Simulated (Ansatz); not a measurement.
Crystal: BN.

```xyz
4
Lattice="2.4982 0.0000 0.0000 -1.2491 2.1635 0.0000 0.0000 0.0000 6.6357" Properties=species:S:1:pos:R:3 pbc="T T T"
N     1.2491    0.7212    1.6589
N     0.0000    1.4424    4.9768
B     1.2491    0.7212    4.9768
B     0.0000    1.4424    1.6589
```

| Item | Value |
| --- | --- |
| Program | Ansatz 0.2.0 |
| Task | relaxation of cell and atoms |
| Functional | RPBE |
| Dispersion | D4 |
| Potentials or basis | Ansatz PAW |
| Cutoff | 420 eV (not typed: the program's choice for these potentials) |
| k mesh | 12 × 12 × 4 |
| Occupations | fermi-dirac, width 0.05 eV |
| Spin | no spin polarisation |

At the start: volume 8.97 Å³/atom.

Problem. How do energy, volume and symmetry change on relaxing?

Solution. It ends after 10 steps and the volume is 8.39 Å³/atom (-6.4 %); space group P6_3/mmc (No. 194, to 0.05 Å).

Step by step:
| step | energy change (eV) | largest force (eV/Å) | volume (Å³) |
| --- | --- | --- | --- |
| 1 | 0.0000 | 0.0000 | 35.87 |
| 2 | -0.0235 | 0.0000 | 34.59 |
| 3 | -0.0296 | 0.0000 | 33.64 |
| 4 | -0.0287 | 0.0000 | 33.95 |
| 5 | -0.0249 | 0.0000 | 33.95 |
| 6 | -0.0266 | 0.0000 | 33.61 |
| 7 | -0.0254 | 0.0000 | 33.61 |
| 8 | -0.0255 | 0.0000 | 33.58 |
| 9 | -0.0256 | 0.0000 | 33.56 |
| 10 | -0.0253 | 0.0000 | 33.56 |

Final structure:
```xyz
4
Lattice="2.5096 0.0000 0.0000 -1.2548 2.1734 0.0000 0.0000 0.0000 6.1526" Properties=species:S:1:pos:R:3 pbc="T T T"
N     1.2548    0.7245    1.5382
N     0.0000    1.4489    4.6145
B     1.2548    0.7245    4.6145
B     0.0000    1.4489    1.5382
```

Caveat: the plane-wave basis is chosen anew once the cell has moved, so the energies of steps on either side of that aren't comparable; the pressure holds a Pulay correction of +0.6 GPa for the finite cutoff; the PAW data sets come from PBE, with cores solved anew for the run's functional, which leaves a small shift of forces and pressure.
